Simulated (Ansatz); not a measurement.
**Fe: single point with PBE**

Fe:

```
Fe
1.0
    -1.44300    1.44300    1.44300
     1.44300   -1.44300    1.44300
     1.44300    1.44300   -1.44300
Fe
1
Cartesian
  0.0000 0.0000 0.0000
```

| Item | Value |
| --- | --- |
| Program | Ansatz 0.2.0 |
| Task | single point |
| Functional | PBE |
| Potentials or basis | all-electron LAPW, scalar-relativistic |
| Cutoff | 303 eV (chosen from the basis error) |
| Basis error allowed | 0.001 eV/atom |
| k mesh | 13 × 13 × 13 |
| Occupations | gaussian, width 0.023 eV |
| Spin | collinear spin, ferromagnetic start |
| Starting moments | [3.0] μB |

The pressure is -9.8 GPa. The band gap on the k mesh is none (metal or under the smearing width), the net moment is 2.24 μB per cell and the absolute moment is 2.38 μB per cell. The site moments are Fe +2.31 μB.

Levels at points of the mesh, in eV from the Fermi level:
Spin up:
```csv
k point,band 5,band 6,band 7,band 8,band 9,band 10,band 11,band 12,band 13,band 14
"(0.00, 0.00, 0.00)",-8.15,-2.17,-2.17,-2.17,-1.08,-1.08,23.91,23.91,23.91,29.05
```
Spin down:
| k point | band 3 | band 4 | band 5 | band 6 | band 7 | band 8 | band 9 | band 10 | band 11 | band 12 |
| --- | --- | --- | --- | --- | --- | --- | --- | --- | --- | --- |
| (0.00, 0.00, 0.00) | -51.17 | -51.17 | -8.02 | -0.21 | -0.21 | -0.21 | 1.78 | 1.78 | 23.65 | 23.65 |

Run time: 9.5 s on 2 threads of Arm Neoverse V1, with other jobs on the host, peak memory 0.35 GiB.
